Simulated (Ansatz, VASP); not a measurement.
**InO5: VASP beside Ansatz**

```
CELL_PARAMETERS angstrom
0.00000 3.10195 3.10195
3.10195 0.00000 3.10195
3.10195 3.10195 0.00000
ATOMIC_POSITIONS crystal
In 0.50000 0.50000 0.50000
O 0.25000 0.25000 0.25000
O 0.87498 0.87498 0.87498
O 0.87498 0.87498 0.37505
O 0.87498 0.37505 0.87498
O 0.37505 0.87498 0.87498
```

Alike in both runs: functional PBE; k mesh 4 × 4 × 4; occupations gaussian, width 0.1 eV; collinear spin.

Ansatz relaxed the structure, and its values are those at the end. VASP's run is a single point on that final structure, the one shown.

|  | VASP | Ansatz |
| --- | --- | --- |
| version | VASP 6.6.1 | Ansatz 0.2.0 |
| potentials or method | VASP PAW PBE potentials, release 64 (In_d, O) | scalar-relativistic, plane waves, PAW |
| plane-wave cutoff (eV) | 520 | 420 |
| valence electrons in the cell | 43 | 43 |

|  | VASP | Ansatz | Ansatz less VASP |
| --- | --- | --- | --- |
| gap on the k mesh at the Fermi level (eV) | none | none | - |
| pressure (GPa) | -0.3 | -0.1 | +0.19 |
| net moment per atom (μB) | 0.76 | 0.76 | 0.000 |
| size of the moment on the site where the two differ most (μB) | 1.02 | 1.19 | +0.169 |

Site moments also hang on the region over which each program counts them. A gap of «none» marks a metal or a gap that the smearing closes. The functional is the same, so the differences come from potentials, cutoffs and numerics.

Caveats: the k mesh is coarse (spacing up to 0.44 Å⁻¹), so the values aren't converged.
